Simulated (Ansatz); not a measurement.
# WSe2: a sublattice displacement scan

This session takes WSe2 and sets out to map the energy as every Se atom is pushed off its site.

Program: Ansatz 0.2.0. Level of theory: DFT PBEsol, scalar-relativistic, plane waves, PAW. These are calculated values, not measurements.

**1. Starting point**

It takes space group P-6m2 (No. 187, hexagonal). The conventional cell has a = 3.318 Å, b = 3.318 Å, c = 16.658 Å, α = 90.00°, β = 90.00°, γ = 120.00°. W (site symmetry -6m2) is surrounded by 6 Se at 2.54 Å. Se (site symmetry 3m) is surrounded by 3 W at 2.54 Å.

As a file:

```
CELL_PARAMETERS angstrom
3.31794 0.00000 0.00000
-1.65897 2.87342 0.00000
0.00000 0.00000 16.65814
ATOMIC_POSITIONS crystal
W 0.00000 0.00000 0.00000
Se 0.33333 0.66667 0.09979
Se 0.33333 0.66667 0.90021
```

It goes back to an entry of the Materials Project, which need not be the stable form.

The cell is taken as given, not relaxed at this level.

**2. Zero of energy**

Reference values: F = -21106.7061 eV; pressure -1.09 GPa; largest force 0.130 eV/Å; gap on the mesh 1.52 eV. It was computed beforehand with the settings of the runs below.

**3. Setting up a sublattice displacement scan**

Every Se atom is moved by x along the Cartesian unit vector (0.707, -0.707, 0.000); the cell and all other atoms stay fixed. Forces below are components along that vector, summed over the moved atoms.

**4. x = -0.300 Å**

Input file input.yaml:

```yaml
crystal:
  lattice:
    - [3.3179375931, 0.0, 0.0]
    - [-1.6589687966, 2.8734182438, 0.0]
    - [0.0, 0.0, 16.65814242]
  atoms:
    - { symbol: W, position: [0.0, 0.0, 0.0] }
    - { symbol: Se, position: [0.3063112617, 0.7404923392, 0.09978652] }
    - { symbol: Se, position: [0.3063112617, 0.7404923392, 0.90021348] }
basis:
  ecutwfc: 420
kpoints:
  mp_grid: { grid: [12, 12, 2] }
hamiltonian:
  xc: pbesol
scf:
  occupations: { method: gaussian, width: 0.05 }
output:
  forces: true
  stress: true
  eigenvalues: true
```

Launch:

```sh
ansatz run input.yaml --threads 1 --pin off --max-ram 2560MiB --backend cpu --events-out ev --progress --plain --runs-dir out
```

The program printed (excerpt; [...] marks lines left out):

```text
Warning: RAYON_NUM_THREADS=1 ignored (pool sized by the plan → 1); use --threads N
[...]
Pseudopotentials: kind: paw
Pseudopotential: W, paw, valence charge 14, recommended cutoff 420 eV (normal), W.paw.azcp
Pseudopotential: Se, paw, valence charge 16, recommended cutoff 420 eV (normal), Se.paw.azcp
Functional definition: PBEsol
[...]
Crystal: 3 atoms, lattice volume = 158.816 Å³
Basis set: ecut = 420 eV, 3163 PW (Γ), exchange–correlation on 48×48×240 points (8 copies of the dense FFT grid, shifted against one another)
Bands: 28, of which v1, the nominal top of the filled ones, is band 23 counted from 1 (22 counted from 0)
Symmetry: 2 space group operations
Space group: Pm (ITA 6), of the structure as read, at distance tolerance 5.4e-5 Å
k-points: 148 of 288 (time reversal used)
[...]
SCF iter   1: F=—  HF=-21105.880334 eV  |F-HF|=—  |Δ(HF+E_count)|=         —  Δρ=4.28e-3  dr2=6.29e-2  ethr=1.77e-3  ⟨swp⟩=8.5  Hψ=20091  notcnv=0
[...]
SCF iter   8: F=-21105.874528 eV  HF=-21105.874528 eV  |F-HF|=5.15e-8  |Δ(HF+E_count)|=   1.82e-7  Δρ=3.80e-6  dr2=5.82e-8  ethr=2.17e-10  ⟨swp⟩=7.9  Hψ=17941  notcnv=0
[...]
SCF converged after 8 iterations
Free energy (F): -21105.874528 eV
[...]
E sigma→0 (E₀):  -21105.874528 eV
Fermi energy:    2.441613 eV
[...]
--- Forces (eV/Å), atoms counted from 1 ---
  atom   1  W     -4.14824254     3.64424677     0.00000000
  atom   2  Se     2.07412640    -1.82212489     0.92974911
  atom   3  Se     2.07412640    -1.82212489    -0.92974911
[...]
--- Stress (GPa, compression-positive) ---
        1.537591      -1.568097       0.000000
       -1.568097      -1.766826       0.000000
        0.000000       0.000000       3.118230
  P = ⅓ Tr σ = 0.9630 GPa (9.630 kbar)
--- Band table (eV; the first three rows and the last of 148) ---
  k-point 0: bands = ["-72.2848", "-45.9533", "-45.9529", "-45.9497", "-45.9497", "-45.9198", "-45.9187", "-45.8973", "-45.8955", "-45.8908", "-45.8888", "-36.6364", "-36.4817", "-36.4106", "-13.1698", "-11.8776", "-4.5557", "-1.0360", "-0.9782", "-0.4880", "-0.1244", "1.2076", "1.6085", [...]
[...]
```

Wall time 91 s (1 thread of Intel Xeon at 2.50GHz (Skylake/Cascade Lake), shared host); peak memory 0.75 GiB.

**5. At x = 0.225 Å**

input.yaml: that of step 4 with these lines changed.

```diff
@@ -7,4 +7,4 @@
     - { symbol: W, position: [0.0, 0.0, 0.0] }
-    - { symbol: Se, position: [0.3063112617, 0.7404923392, 0.09978652] }
-    - { symbol: Se, position: [0.3063112617, 0.7404923392, 0.90021348] }
+    - { symbol: Se, position: [0.353599887, 0.6112974123, 0.09978652] }
+    - { symbol: Se, position: [0.353599887, 0.6112974123, 0.90021348] }
 basis:
```

Launch:

```sh
ansatz run input.yaml --threads 1 --pin off --max-ram 2560MiB --backend cpu --events-out ev --progress --plain --runs-dir out
```

The program printed (excerpt; [...] marks lines left out):

```text
Warning: RAYON_NUM_THREADS=1 ignored (pool sized by the plan → 1); use --threads N
[...]
[... 4 set-up lines as earlier in the session ...]
[...]
Crystal: 3 atoms, lattice volume = 158.816 Å³
Basis set: ecut = 420 eV, 3163 PW (Γ), exchange–correlation on 48×48×240 points (8 copies of the dense FFT grid, shifted against one another)
Bands: 28, of which v1, the nominal top of the filled ones, is band 23 counted from 1 (22 counted from 0)
[... 2 set-up lines as earlier in the session ...]
k-points: 148 of 288 (time reversal used)
[...]
SCF iter   1: F=—  HF=-21106.266393 eV  |F-HF|=—  |Δ(HF+E_count)|=         —  Δρ=3.66e-3  dr2=3.63e-2  ethr=1.77e-3  ⟨swp⟩=8.6  Hψ=20107  notcnv=0
[...]
SCF iter   7: F=-21106.265775 eV  HF=-21106.265775 eV  |F-HF|=8.44e-10  |Δ(HF+E_count)|=   7.00e-7  Δρ=6.25e-6  dr2=6.68e-8  ethr=2.17e-10  ⟨swp⟩=6.0  Hψ=21990  notcnv=0
[...]
SCF converged after 7 iterations
Free energy (F): -21106.265775 eV
[...]
E sigma→0 (E₀):  -21106.265775 eV
Fermi energy:    2.391601 eV
[...]
--- Forces (eV/Å), atoms counted from 1 ---
  atom   1  W      2.54228098    -2.80303531     0.00000000
  atom   2  Se    -1.27113303     1.40150631     0.37630886
  atom   3  Se    -1.27113303     1.40150631    -0.37630886
[...]
--- Stress (GPa, compression-positive) ---
       -1.959354       1.203849       0.000000
        1.203849       0.333817       0.000000
        0.000000       0.000000       1.262136
  P = ⅓ Tr σ = -0.1211 GPa (-1.211 kbar)
--- Band table (eV; the first three rows and the last of 148) ---
[... band rows left out ...]
[...]
```

Wall time 94 s (1 thread of Intel Xeon at 2.50GHz (Skylake/Cascade Lake), shared host); peak memory 0.75 GiB.

**6. Point x = -0.150 Å**

Input file input.yaml:

```yaml
crystal:
  lattice:
    - [3.3179375931, 0.0, 0.0]
    - [-1.6589687966, 2.8734182438, 0.0]
    - [0.0, 0.0, 16.65814242]
  atoms:
    - { symbol: W, position: [0.0, 0.0, 0.0] }
    - { symbol: Se, position: [0.3198222975, 0.7035795029, 0.09978652] }
    - { symbol: Se, position: [0.3198222975, 0.7035795029, 0.90021348] }
basis:
  ecutwfc: 420
kpoints:
  mp_grid: { grid: [12, 12, 2] }
hamiltonian:
  xc: pbesol
scf:
  occupations: { method: gaussian, width: 0.05 }
output:
  forces: true
  stress: true
  eigenvalues: true
  write_density: true
  write_potential: true
  elf: true
  volumetric_format: npy
```

Launch:

```sh
ansatz run input.yaml --threads 1 --pin off --max-ram 2560MiB --backend cpu --events-out ev --progress --plain --runs-dir out
```

The program printed (excerpt; [...] marks lines left out):

```text
[...]
WARN: The output density's exchange-correlation potential varies sharply where the density is thin. Do not read a vacuum level from v_tot or v_xc, or from such a field of the output density. On a cell that repeats whose density bears no net charge and no dipole along the vacuum's axis use [...]
SCF converged after 7 iterations
Free energy (F): -21106.498202 eV
[...]
E sigma→0 (E₀):  -21106.498202 eV
Fermi energy:    2.376090 eV
[...]
--- Forces (eV/Å), atoms counted from 1 ---
  atom   1  W     -2.02395167     1.90781626     0.00000000
  atom   2  Se     1.01197026    -0.95390363     0.12444638
  atom   3  Se     1.01197026    -0.95390363    -0.12444638
[...]
--- Stress (GPa, compression-positive) ---
       -0.346170      -0.732585       0.000000
       -0.732585      -1.862498       0.000000
        0.000000       0.000000       0.417360
  P = ⅓ Tr σ = -0.5971 GPa (-5.971 kbar)
--- Band table (eV; the first three rows and the last of 148) ---
[...]
```

It took 2.1 min on 1 thread of Intel Xeon at 2.50GHz (Skylake/Cascade Lake), shared host; peak memory 0.74 GiB.

Density in a lattice plane of the grid's cell (edges 3.32 and 16.66 Å, at 0.704 of the third edge), which holds Se.

Ten even steps from ' ' (0.00 e/Å³) to '@' (37.44 e/Å³):
```
            
  ..@@      
            
            
            
            
            
            
            
            
            
            
            
            
            
            
            
  ..@@      
            
            
```
Columns run along the first of these edges and rows up along the second, over one cell in 6 and 20 even steps from the bottom left corner. Atoms in the plane (fractional): Se at (0.32, 0.10), Se at (0.32, 0.90).

ELF in the same plane.

Values, 12 rows by 6 columns:
```
0.69 0.64 0.21 0.68 0.63 0.24
0.51 0.86 0.89 0.85 0.40 0.04
0.01 0.12 0.20 0.10 0.01 0.00
0.00 0.00 0.00 0.00 0.00 0.00
0.00 0.00 0.00 0.00 0.00 0.00
0.00 0.00 0.00 0.00 0.00 0.00
0.00 0.00 0.00 0.00 0.00 0.00
0.00 0.00 0.00 0.00 0.00 0.00
0.01 0.12 0.20 0.10 0.01 0.00
0.51 0.86 0.89 0.85 0.40 0.04
0.69 0.64 0.21 0.68 0.63 0.24
0.28 0.19 0.18 0.18 0.24 0.50
```
Columns run along the first of these edges and rows up along the second, over one cell in 6 and 12 even steps from the bottom left corner. Atoms in the plane (fractional): Se at (0.32, 0.10), Se at (0.32, 0.90).

Both are smooth fields of the valence electrons: close to the nuclei they are not physical.

Maxima of ELF outside the ion cores: 0.90 beside Se, off the lines to its neighbours, 0.9 Å from Se; 0.80 on the Se–W line, 0.9 Å from Se; 0.79 in the shell around Se, 0.8 Å from Se.

**7. x = 0.075 Å**

Input file input.yaml:

```yaml
crystal:
  lattice:
    - [3.3179375931, 0.0, 0.0]
    - [-1.6589687966, 2.8734182438, 0.0]
    - [0.0, 0.0, 16.65814242]
  atoms:
    - { symbol: W, position: [0.0, 0.0, 0.0] }
    - { symbol: Se, position: [0.3400888512, 0.6482102485, 0.09978652] }
    - { symbol: Se, position: [0.3400888512, 0.6482102485, 0.90021348] }
basis:
  ecutwfc: 420
kpoints:
  mp_grid: { grid: [12, 12, 2] }
hamiltonian:
  xc: pbesol
scf:
  occupations: { method: gaussian, width: 0.05 }
output:
  forces: true
  stress: true
  eigenvalues: true
```

Launch:

```sh
ansatz run input.yaml --threads 1 --pin off --max-ram 2560MiB --backend cpu --events-out ev --progress --plain --runs-dir out
```

The program printed (excerpt; [...] marks lines left out):

```text
[...]
SCF converged after 7 iterations
Free energy (F): -21106.655355 eV
[...]
E sigma→0 (E₀):  -21106.655355 eV
Fermi energy:    2.353989 eV
[...]
--- Forces (eV/Å), atoms counted from 1 ---
  atom   1  W      0.93552304    -0.96404012     0.00000000
  atom   2  Se    -0.46776076     0.48201938    -0.07091751
  atom   3  Se    -0.46776076     0.48201938     0.07091751
[...]
--- Stress (GPa, compression-positive) ---
       -1.716863       0.377051       0.000000
        0.377051      -0.975953       0.000000
        0.000000       0.000000      -0.237892
  P = ⅓ Tr σ = -0.9769 GPa (-9.769 kbar)
--- Band table (eV; the first three rows and the last of 148) ---
  k-point 0: bands = ["-72.3450", "-45.9375", "-45.9369", "-45.9356", "-45.9352", "-45.9042", "-45.9025", "-45.9000", "-45.8990", "-45.8878", "-45.8855", "-36.6147", "-36.5098", "-36.4922", "-13.1542", "-11.8648", "-4.5612", "-0.8769", "-0.7351", "-0.5091", "0.0261", "0.6403", "1.3177", [...]
[...]
```

It took 92 s on 1 thread of Intel Xeon at 2.50GHz (Skylake/Cascade Lake), shared host; peak memory 0.75 GiB.

**8. x = 0.300 Å**

input.yaml: that of step 7 with these lines changed.

```diff
@@ -7,4 +7,4 @@
     - { symbol: W, position: [0.0, 0.0, 0.0] }
-    - { symbol: Se, position: [0.3400888512, 0.6482102485, 0.09978652] }
-    - { symbol: Se, position: [0.3400888512, 0.6482102485, 0.90021348] }
+    - { symbol: Se, position: [0.3603554049, 0.5928409941, 0.09978652] }
+    - { symbol: Se, position: [0.3603554049, 0.5928409941, 0.90021348] }
 basis:
```

Launch:

```sh
ansatz run input.yaml --threads 1 --pin off --max-ram 2560MiB --backend cpu --events-out ev --progress --plain --runs-dir out
```

The program printed (excerpt; [...] marks lines left out):

```text
Warning: RAYON_NUM_THREADS=1 ignored (pool sized by the plan → 1); use --threads N
[...]
[... 4 set-up lines as earlier in the session ...]
[...]
Crystal: 3 atoms, lattice volume = 158.816 Å³
Basis set: ecut = 420 eV, 3163 PW (Γ), exchange–correlation on 48×48×240 points (8 copies of the dense FFT grid, shifted against one another)
Bands: 28, of which v1, the nominal top of the filled ones, is band 23 counted from 1 (22 counted from 0)
[... 2 set-up lines as earlier in the session ...]
k-points: 148 of 288 (time reversal used)
[...]
SCF iter   1: F=—  HF=-21105.945676 eV  |F-HF|=—  |Δ(HF+E_count)|=         —  Δρ=3.88e-3  dr2=4.37e-2  ethr=1.77e-3  ⟨swp⟩=8.6  Hψ=20173  notcnv=0
[...]
SCF iter   8: F=-21105.943169 eV  HF=-21105.943169 eV  |F-HF|=4.29e-9  |Δ(HF+E_count)|=   9.33e-8  Δρ=2.07e-6  dr2=9.29e-9  ethr=2.17e-10  ⟨swp⟩=7.5  Hψ=18682  notcnv=0
[...]
SCF converged after 8 iterations
Free energy (F): -21105.943169 eV
[...]
E sigma→0 (E₀):  -21105.943169 eV
Fermi energy:    2.391425 eV
[...]
--- Forces (eV/Å), atoms counted from 1 ---
  atom   1  W      3.15651046    -3.62308630     0.00000000
  atom   2  Se    -1.57825199     1.81154112     0.74118059
  atom   3  Se    -1.57825199     1.81154112    -0.74118059
[...]
--- Stress (GPa, compression-positive) ---
       -1.937084       1.647996       0.000000
        1.647996       1.165295       0.000000
        0.000000       0.000000       2.485788
  P = ⅓ Tr σ = 0.5713 GPa (5.713 kbar)
--- Band table (eV; the first three rows and the last of 148) ---
[... band rows left out ...]
[...]
```

Wall time 97 s (1 thread of Intel Xeon at 2.50GHz (Skylake/Cascade Lake), shared host); peak memory 0.75 GiB.

**9. At x = -0.225 Å**

input.yaml: that of step 8 with these lines changed.

```diff
@@ -7,4 +7,4 @@
     - { symbol: W, position: [0.0, 0.0, 0.0] }
-    - { symbol: Se, position: [0.3603554049, 0.5928409941, 0.09978652] }
-    - { symbol: Se, position: [0.3603554049, 0.5928409941, 0.90021348] }
+    - { symbol: Se, position: [0.3130667796, 0.7220359211, 0.09978652] }
+    - { symbol: Se, position: [0.3130667796, 0.7220359211, 0.90021348] }
 basis:
```

Launch:

```sh
ansatz run input.yaml --threads 1 --pin off --max-ram 2560MiB --backend cpu --events-out ev --progress --plain --runs-dir out
```

The program printed (excerpt; [...] marks lines left out):

```text
Warning: RAYON_NUM_THREADS=1 ignored (pool sized by the plan → 1); use --threads N
[...]
[... 4 set-up lines as earlier in the session ...]
[...]
Crystal: 3 atoms, lattice volume = 158.816 Å³
Basis set: ecut = 420 eV, 3163 PW (Γ), exchange–correlation on 48×48×240 points (8 copies of the dense FFT grid, shifted against one another)
Bands: 28, of which v1, the nominal top of the filled ones, is band 23 counted from 1 (22 counted from 0)
[... 2 set-up lines as earlier in the session ...]
k-points: 148 of 288 (time reversal used)
[...]
SCF iter   1: F=—  HF=-21106.239608 eV  |F-HF|=—  |Δ(HF+E_count)|=         —  Δρ=3.86e-3  dr2=4.45e-2  ethr=1.77e-3  ⟨swp⟩=8.7  Hψ=20149  notcnv=0
[...]
SCF iter   8: F=-21106.237635 eV  HF=-21106.237635 eV  |F-HF|=1.16e-8  |Δ(HF+E_count)|=   9.57e-8  Δρ=2.06e-6  dr2=1.28e-8  ethr=2.17e-10  ⟨swp⟩=7.7  Hψ=18907  notcnv=0
[...]
SCF converged after 8 iterations
Free energy (F): -21106.237635 eV
[...]
E sigma→0 (E₀):  -21106.237635 eV
Fermi energy:    2.391243 eV
[...]
--- Forces (eV/Å), atoms counted from 1 ---
  atom   1  W     -3.07941553     2.80956554     0.00000000
  atom   2  Se     1.53970875    -1.40478252     0.45455553
  atom   3  Se     1.53970875    -1.40478252    -0.45455553
[...]
--- Stress (GPa, compression-positive) ---
        0.483400      -1.126169       0.000000
       -1.126169      -1.876676       0.000000
        0.000000       0.000000       1.524483
  P = ⅓ Tr σ = 0.0437 GPa (0.437 kbar)
--- Band table (eV; the first three rows and the last of 148) ---
[... band rows left out ...]
[...]
```

Run time: 97 s. Hardware: 1 thread of Intel Xeon at 2.50GHz (Skylake/Cascade Lake), shared host; peak memory 0.75 GiB.

**10. Point x = 0.150 Å**

input.yaml: that of step 9 with these lines changed.

```diff
@@ -7,4 +7,4 @@
     - { symbol: W, position: [0.0, 0.0, 0.0] }
-    - { symbol: Se, position: [0.3130667796, 0.7220359211, 0.09978652] }
-    - { symbol: Se, position: [0.3130667796, 0.7220359211, 0.90021348] }
+    - { symbol: Se, position: [0.3468443691, 0.6297538304, 0.09978652] }
+    - { symbol: Se, position: [0.3468443691, 0.6297538304, 0.90021348] }
 basis:
```

Launch:

```sh
ansatz run input.yaml --threads 1 --pin off --max-ram 2560MiB --backend cpu --events-out ev --progress --plain --runs-dir out
```

The program printed (excerpt; [...] marks lines left out):

```text
[...]
SCF converged after 7 iterations
Free energy (F): -21106.506371 eV
[...]
E sigma→0 (E₀):  -21106.506371 eV
Fermi energy:    2.375008 eV
[...]
--- Forces (eV/Å), atoms counted from 1 ---
  atom   1  W      1.79163653    -1.90656449     0.00000000
  atom   2  Se    -0.89581609     0.95327999     0.10151418
  atom   3  Se    -0.89581609     0.95327999    -0.10151418
[...]
--- Stress (GPa, compression-positive) ---
       -1.890332       0.777407       0.000000
        0.777407      -0.387634       0.000000
        0.000000       0.000000       0.340443
  P = ⅓ Tr σ = -0.6458 GPa (-6.458 kbar)
--- Band table (eV; the first three rows and the last of 148) ---
  k-point 0: bands = ["-72.3392", "-45.9431", "-45.9427", "-45.9396", "-45.9394", "-45.9080", "-45.9060", "-45.9016", "-45.9006", "-45.8889", "-45.8867", "-36.6201", "-36.5156", "-36.4780", "-13.1615", "-11.8682", "-4.5652", "-0.9222", "-0.6453", "-0.5481", "-0.2337", "0.9882", "1.3006", [...]
[...]
```

Wall time 92 s (1 thread of Intel Xeon at 2.50GHz (Skylake/Cascade Lake), shared host); peak memory 0.75 GiB.

**11. Results of the scan**

All points in order; energies are free energies above the reference cell:

| x (Å) | ΔE (meV/cell) | force on the moved atoms (eV/Å) | pressure (GPa) | gap on the mesh (eV) |
| --- | --- | --- | --- | --- |
| -0.300 | 831.5 | 5.510 | 1.0 | 1.16 |
| -0.225 | 468.4 | 4.164 | 0.0 | 1.42 |
| -0.150 | 207.9 | 2.780 | -0.6 | 1.50 |
| 0.000 | 0.0 | 0.000 | -1.1 | 1.52 |
| 0.075 | 50.7 | -1.343 | -1.0 | 1.51 |
| 0.150 | 199.7 | -2.615 | -0.6 | 1.50 |
| 0.225 | 440.3 | -3.780 | -0.1 | 1.44 |
| 0.300 | 762.9 | -4.794 | 0.6 | 1.31 |

**12. Outcome**

| quantity | value |
| --- | --- |
| force constant along x, from the points at -0.150, 0 and 0.075 Å | 18.12 eV/Å² for the 2 moved atoms together |

What this shows: The restoring force grows by 18.12 eV/Å per Å near the site for the 2 atoms together, 9.06 on average. The step of 0.15 Å is wide, so anharmonic terms mix in. The undisturbed cell stays the lowest of the sampled points. The gap on the mesh stays between 1.16 and 1.52 eV. Spin-orbit coupling is left out, which matters for the bands of W. The cell holds empty space of several Å, a single layer or slab in vacuum, so volume, pressure and the long edge depend on that space.
